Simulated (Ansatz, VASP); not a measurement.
One calculation of Sc, two programs

```xyz
1
Lattice="3.2020 0.0000 0.0000 1.5021 2.8441 0.0000 1.5490 0.9264 2.6742" Properties=species:S:1:pos:R:3 pbc="T T T"
Sc    0.0000    0.0000    0.0000
```

This isn't the form of Sc at room conditions, which is hcp.

Alike in both runs: task relaxation of cell and atoms; functional PBEsol; k mesh 10 × 10 × 10; occupations fermi-dirac, width 0.05 eV; no spin polarisation.

|  | VASP | Ansatz |
| --- | --- | --- |
| version | VASP 6.6.1 | Ansatz 0.2.0 |
| potentials or method | VASP PAW PBE potentials, release 64 (Sc_sv) | Ansatz PAW |
| plane-wave cutoff (eV) | 600 | 420 |
| valence electrons in the cell | 11 | 11 |

VASP gave:

```
gap on the k mesh at the Fermi level, each at its own relaxed structure (eV) : none
relaxed volume (Å³/atom)                                                     : 23.64
relaxed cell length with the largest relative difference (Å)                 : 3.220
energy change over the relaxation (meV/atom)                                 : -9
```

Problem. Which values does Ansatz return?

Solution. gap on the k mesh at the Fermi level, each at its own relaxed structure (eV): none; relaxed volume (Å³/atom): 23.61; relaxed cell length with the largest relative difference (Å): 3.219; energy change over the relaxation (meV/atom): -9.

A gap of «none» marks a metal or a gap that the smearing closes.

Caveats: the PAW data sets were made with another functional, which shifts forces and pressure a little (VASP); the plane-wave basis is chosen anew once the cell has moved, so the energies of steps on either side of that aren't comparable (Ansatz); the PAW data sets come from PBE, with cores solved anew for the run's functional, which leaves a small shift of forces and pressure (Ansatz).
